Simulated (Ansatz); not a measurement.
## Ligand exchange: SnH3(SH) + C3H8S2 → SnH2(SH)2 + C3H8S

Species: SnH3(SH), singlet; C3H8S2 (1,3-propanedithiol) `SCCCS`, singlet; SnH2(SH)2, singlet; C3H8S (1-propanethiol) `CCCS`, singlet. The partners trade H for SH: Sn–H and C–SH bonds give way to Sn–SH and C–H.

Shapes, held fixed at every level: PBE0-D4/def2-TZVP. Flexible molecules stand in one conformer, not always the lowest. Programs: Ansatz 0.2.0. Electronic energies: no zero-point or thermal term.

(1) Estimate ΔE of this reaction.

Results:

(1) The highest level, CCSD(T)/def2-TZVPP, gives ΔE = -110.7 kJ/mol; the levels span -116.1 to -109.5. The column of differences is taken from that level and isn't an error. No measured value is set beside it here. For atoms past krypton def2 sets carry core potentials with scalar relativity. Correlated rows may include outer-core shells of Sn, which these sets cover unevenly.

```
             level                    kind  ΔE (kJ/mol)  less CCSD(T)/def2-TZVPP
     HF/def2-TZVPP            Hartree–Fock       -116.1                     -5.4
 PBE-D4/def2-TZVPP                     GGA       -114.0                     -3.3
wB97X-V/def2-TZVPP  range-separated hybrid       -109.5                     +1.2
 B2PLYP/def2-TZVPP           double hybrid       -116.1                     -5.4
    MP2/def2-TZVPP     perturbation theory       -115.5                     -4.8
   CCSD/def2-TZVPP   coupled cluster or CI       -110.8                     -0.1
CCSD(T)/def2-TZVPP   coupled cluster or CI       -110.7                      0.0
```
